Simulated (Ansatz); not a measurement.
# SnO2: the cost of one run

Program: Ansatz 0.2.0. Level of theory: DFT PBE, scalar-relativistic, plane waves, PAW. These are calculated values, not measurements.

## Step 1: The starting structure

Symmetry: Pbcn, No. 60, orthorhombic system. The conventional cell has a = 4.735 Å, b = 5.751 Å, c = 5.247 Å, α = 90.00°, β = 90.00°, γ = 90.00°. Sn (site symmetry 2) has 6 O at 2.04 to 2.11 Å in its first shell of neighbours. O (site symmetry 1) has 3 Sn at 2.04 to 2.11 Å in its first shell of neighbours.

As a file:

```cif
data_structure
_symmetry_space_group_name_H-M 'Pbcn'
_symmetry_Int_Tables_number 60
_cell_length_a 4.7351
_cell_length_b 5.7509
_cell_length_c 5.2471
_cell_angle_alpha 90.000
_cell_angle_beta 90.000
_cell_angle_gamma 90.000
_cell_volume 142.89
loop_
_atom_site_label
_atom_site_type_symbol
_atom_site_symmetry_multiplicity
_atom_site_Wyckoff_symbol
_atom_site_fract_x
_atom_site_fract_y
_atom_site_fract_z
_atom_site_occupancy
Sn1 Sn 4 c 0.50000 0.66545 0.25000 1
O1 O 8 d 0.73030 0.60712 0.57860 1
```

The runs take a perfect supercell of 48 atoms; the defect goes to fractional position (0.843, 0.405, 0.169).

## Step 2: The perfect supercell

The input, input.yaml:

```yaml
crystal:
  lattice:
    - [-4.735146, 5.750912, 5.247114]
    - [4.735146, -5.750912, 5.247114]
    - [4.735146, 5.750912, -5.247114]
  atoms:
    - { symbol: Sn, position: [0.707724, 0.125, 0.082724] }
    - { symbol: Sn, position: [0.207724, 0.625, 0.082724] }
    - { symbol: Sn, position: [0.207724, 0.125, 0.582724] }
    - { symbol: Sn, position: [0.707724, 0.625, 0.582724] }
    - { symbol: Sn, position: [0.542276, 0.125, 0.417276] }
    - { symbol: Sn, position: [0.042276, 0.625, 0.417276] }
    - { symbol: Sn, position: [0.042276, 0.125, 0.917276] }
    - { symbol: Sn, position: [0.542276, 0.625, 0.917276] }
    - { symbol: Sn, position: [0.292276, 0.375, 0.417276] }
    - { symbol: Sn, position: [0.792276, 0.875, 0.417276] }
    - { symbol: Sn, position: [0.792276, 0.375, 0.917276] }
    - { symbol: Sn, position: [0.292276, 0.875, 0.917276] }
    - { symbol: Sn, position: [0.457724, 0.375, 0.082724] }
    - { symbol: Sn, position: [0.957724, 0.875, 0.082724] }
    - { symbol: Sn, position: [0.957724, 0.375, 0.582724] }
    - { symbol: Sn, position: [0.457724, 0.875, 0.582724] }
    - { symbol: O, position: [0.842864, 0.404454, 0.168714] }
    - { symbol: O, position: [0.342864, 0.904454, 0.168714] }
    - { symbol: O, position: [0.342864, 0.404454, 0.668714] }
    - { symbol: O, position: [0.842864, 0.904454, 0.668714] }
    - { symbol: O, position: [0.907136, 0.075851, 0.061591] }
    - { symbol: O, position: [0.407136, 0.575851, 0.061591] }
    - { symbol: O, position: [0.407136, 0.075851, 0.561591] }
    - { symbol: O, position: [0.907136, 0.575851, 0.561591] }
    - { symbol: O, position: [0.73574, 0.174149, 0.331286] }
    - { symbol: O, position: [0.23574, 0.674149, 0.331286] }
    - { symbol: O, position: [0.23574, 0.174149, 0.831286] }
    - { symbol: O, position: [0.73574, 0.674149, 0.831286] }
    - { symbol: O, position: [0.51426, 0.345546, 0.438409] }
    - { symbol: O, position: [0.01426, 0.845546, 0.438409] }
    - { symbol: O, position: [0.01426, 0.345546, 0.938409] }
    - { symbol: O, position: [0.51426, 0.845546, 0.938409] }
    - { symbol: O, position: [0.48574, 0.154454, 0.061591] }
    - { symbol: O, position: [0.98574, 0.654454, 0.061591] }
    - { symbol: O, position: [0.98574, 0.154454, 0.561591] }
    - { symbol: O, position: [0.48574, 0.654454, 0.561591] }
    - { symbol: O, position: [0.26426, 0.325851, 0.168714] }
    - { symbol: O, position: [0.76426, 0.825851, 0.168714] }
    - { symbol: O, position: [0.76426, 0.325851, 0.668714] }
    - { symbol: O, position: [0.26426, 0.825851, 0.668714] }
    - { symbol: O, position: [0.092864, 0.424149, 0.438409] }
    - { symbol: O, position: [0.592864, 0.924149, 0.438409] }
    - { symbol: O, position: [0.592864, 0.424149, 0.938409] }
    - { symbol: O, position: [0.092864, 0.924149, 0.938409] }
    - { symbol: O, position: [0.157136, 0.095546, 0.331286] }
    - { symbol: O, position: [0.657136, 0.595546, 0.331286] }
    - { symbol: O, position: [0.657136, 0.095546, 0.831286] }
    - { symbol: O, position: [0.157136, 0.595546, 0.831286] }
basis:
  ecutwfc: 420
  fft_grid_basis: typed
kpoints:
  mp_grid: { grid: [2, 2, 2] }
hamiltonian:
  xc: pbe
  pseudopotentials: { kind: paw }
scf:
  occupations: { method: gaussian, width: 0.05 }
output:
  forces: true
  stress: false
  eigenvalues: true
  bader: false
  write_density: true
  volumetric_format: npy
```

Run with:

```
> ansatz run input.yaml --threads 4 --pin off --max-ram 10240MiB --backend cpu --events-out ev --progress --plain --runs-dir out
```

What time and memory should one allow on 4 threads of Arm Neoverse V1, shared host?

About 14 s, with a peak of 3.1 GiB.
